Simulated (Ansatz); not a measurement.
Zincblende RbBr, relaxed with r2SCAN in the PAW code Ansatz. Space group F-43m (No. 216), cubic; a = 7.739 Å in the conventional setting, 57.94 Å³ an atom. Rb is surrounded by 4 Br at 3.35 Å; Br is surrounded by 4 Rb at 3.35 Å.

The axes x, y and z are those of this cell:
```
CELL_PARAMETERS angstrom
0.00000 3.86950 3.86950
3.86950 0.00000 3.86950
3.86950 3.86950 0.00000
ATOMIC_POSITIONS crystal
Rb 0.00000 0.00000 0.00000
Br 0.25000 0.25000 0.25000
```

Unstrained: With PBE the valence top lies at X and the conduction bottom at Γ, 4.075 eV higher; the smallest vertical gap, at Γ, is 4.163 eV. r2SCAN gives an indirect gap of 4.649 eV, from X to Γ; the least direct gap is 4.734 eV at Γ. HSE06 gives an indirect gap of 5.172 eV, from X to Γ; the least direct gap is 5.261 eV at Γ. Meshes: PBE 6×6×6, r2SCAN 6×6×6, HSE06 4×4×4. Strains are changes of length per length. After each strain the atoms were relaxed again with r2SCAN within the symmetry that the strain leaves, so tilts or polar shifts that break it weren't tested; points keep the names that they have in the unstrained zone. Under uniaxial strain the other axes carry as much stress as the strained one: the cell is very soft in shear and may be mechanically unstable. The cell comes from a prototype generator: it can be a known phase or a hypothetical one. Spin polarisation is off.

**Question.** One strain changed the r2SCAN stress by xx -0.40, yy -0.40, zz -0.40, xy -0.09, xz -0.09, yz -0.09 GPa (compression positive) and the gap by -0.094 eV (PBE), -0.077 eV (r2SCAN), -0.100 eV (HSE06). Which kind of strain was it, and roughly how large?

**Answer.** Uniaxial +5.11 % along [111], other directions held. The pattern of the stress gives the kind; the size needs the stiffness, so it is an estimate.

**Question.** One strain changed the r2SCAN stress by xx -0.89, yy -0.89, zz -0.89 GPa (compression positive) and the gap by -0.207 eV (PBE), -0.159 eV (r2SCAN), -0.226 eV (HSE06). Which kind of strain was it, and roughly how large?

**Answer.** Isotropic +4.95 % on every length. The pattern of the stress gives the kind; the size needs the stiffness, so it is an estimate.

**Question.** Estimate what uniaxial -2.15 % along x, other directions held does to the gap.

**Answer.** PBE: the gap goes from 4.075 to 4.098 eV (+0.023 eV). r2SCAN: the gap goes from 4.649 to 4.666 eV (+0.017 eV). HSE06: the gap goes from 5.172 to 5.198 eV (+0.026 eV). The r2SCAN energy rises by 0.8 meV an atom.

Spin-orbit coupling is left out.

The meshes of the hybrids are coarse, so their gaps aren't converged to the digits shown.
